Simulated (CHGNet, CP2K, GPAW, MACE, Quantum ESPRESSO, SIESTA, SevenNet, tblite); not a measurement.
## Finding the fault: GPAW, generalised stacking fault on (110) of BePd (80 atoms)

Program: GPAW 26.7.0, a calculation on a cell of 40 Be and 40 Pd, 11.1 Å³ an atom.

Input file run.py:

```python
import numpy as np
from ase.io import read
from gpaw import GPAW, FermiDirac

atoms = read("structure.xyz")
atoms.calc = GPAW(
    mode="lcao",
    basis="dzp",
    h=0.2,
    xc="PBE",
    kpts={"size": (1, 1, 1), "gamma": True},
    occupations=FermiDirac(0.05),
    maxiter=60,
    symmetry={"point_group": False},
    nbands=200,
    txt="gpaw.txt",
)
energy = atoms.get_potential_energy(force_consistent=True)
forces = atoms.get_forces()
print(f"energy {energy:.6f} eV")
print("forces (eV/A)")
for i, (a, f) in enumerate(zip(atoms, forces)):
    print(f"{i:4d} {a.symbol:2s} {f[0]:10.5f} {f[1]:10.5f} {f[2]:10.5f}")
print(f"Fermi level {atoms.calc.get_fermi_level():.4f} eV")
for k in range(len(atoms.calc.get_ibz_k_points())):
    for s in range(atoms.calc.get_number_of_spins()):
        e = atoms.calc.get_eigenvalues(kpt=k, spin=s)
        n = np.searchsorted(e, atoms.calc.get_fermi_level())
        print(f"k {k} spin {s} levels about the Fermi level:", np.round(e[max(n - 6, 0):n], 4).tolist(), "|", np.round(e[n:n + 6], 4).tolist())
```

Input file structure.xyz:

```xyz
80
Lattice="5.62600 0.00000 0.00000 0.00000 7.95637 0.00000 2.10975 0.00000 19.89091" Properties=species:S:1:pos:R:3 pbc="T T T"
Be 5.58505 7.94690 19.87559
Pd 1.38902 7.93656 1.96065
Be 0.67628 0.01878 0.02526
Pd 4.27701 0.00947 1.99824
Be 5.54807 3.99211 19.87122
Pd 1.43739 3.98200 2.01037
Be 2.77636 3.98781 19.86744
Pd 4.20584 4.03730 2.03265
Be 5.59144 1.99132 1.97616
Pd 1.37122 1.99776 3.92249
[... 66 atom lines left out ...]
Be 5.64837 6.00173 17.89207
Pd 4.95892 5.92057 0.02486
Be 2.81308 6.01732 17.91534
Pd 2.10692 5.92941 0.00676
```

Launch:

```sh
OMP_NUM_THREADS=1 python run.py > output.txt
```

Output:

```text
ValueError: Too few bands!  Electrons: 720.0, bands: 200
```

gpaw.txt:

```text
Input parameters:
  mode=LCAO(),
  basis={'default': 'dzp'},
  h=0.2,
  kpts=MonkhorstPack(size=(1, 1, 1), gamma=True),
  maxiter=60,
  nbands=200,
  occupations=Occupations(name='fermi-dirac', width=0.05, fixmagmom=False),
  symmetry=Symmetry(point_group=False),
  xc=XC(name='PBE')
timing:  # [seconds]
  Total: 0.131  # ━━━━━━━━━━━━━━━━━━━━━━━━━━━━━━━━━━━━━━━━━━━━━━━━━━━━━━━━━━━
  Init:  0.111  # ━━━━━━━━━━━━━━━━━━━━━━━━━━━━━━━━━━━━━━━━━━━━━━━━━━
```

Wall time 1.3 s (1 thread of Arm Neoverse V1, shared host); peak memory 0.12 GiB.

Banners, paths, timers and routine set-up lines are dropped from the logs unmarked, and long logs keep their key lines alone; longer cuts are marked.

**Question.** Which part of the input is at fault, and how is it mended?

Too few bands: bands 200. Mend: ask for at least half as many bands as electrons, and some more for the smearing.

The program stopped at the start.

[Also dropped from logs without a mark: logging warnings of Python, and SIESTA's first energy breakdown and zero terms.]

[Logs are printed without paths, hosts, clocks, repeated set-up lines and the standing remarks that a program may print on its own settings, such as how far it seeks lower states.]

[Hosts, paths, dates, database ids (printed as entryN), source tags and the programs' standing remarks are cut or masked in the printed files.]
